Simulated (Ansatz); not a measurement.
## GaN: equation of state with r2SCAN

Crystal: GaN.

```
Ga N
1.0
     3.21154    0.00000    0.00000
    -1.60577    2.78127    0.00000
     0.00000    0.00000   10.35684
Ga N
4 4
Direct
  0.00000 0.00000 0.78587
  0.66667 0.33333 0.03735
  0.33333 0.66667 0.53735
  0.00000 0.00000 0.28587
  0.00000 0.00000 0.09304
  0.66667 0.33333 0.34375
  0.00000 0.00000 0.59304
  0.33333 0.66667 0.84374
```

The cell is a database's computed one.

* Program: Ansatz 0.2.0
* Task: equation of state
* Functional: r2SCAN
* Potentials or basis: Ansatz PAW
* Cutoff: 500 eV
* Density cutoff: 2000 eV
* k mesh: 10 × 10 × 3
* Occupations: fermi-dirac, width 0.05 eV
* Spin: no spin polarisation

The equilibrium volume is 11.16 Å³/atom and the bulk modulus at fixed shape and positions is 195 GPa. The pressure derivative of the bulk modulus is 4.5.

Energy against volume, from the lowest point:
| volume (Å³/atom) | energy (meV/atom) |
| --- | --- |
| 10.870 | 4.62 |
| 11.101 | 0.00 |
| 11.332 | 1.37 |
| 11.564 | 8.10 |
| 11.795 | 19.61 |
| 12.026 | 35.39 |
| 12.257 | 54.99 |

All runs of the series together: 58 s on 4 threads of Arm Neoverse V1, on a shared host.

Caveat: the cell was scaled at fixed shape and fractional positions, which overstates the stiffness of a crystal with free parameters, most of all of layers and chains; the PAW data sets were made with another functional, which shifts forces and pressure a little.
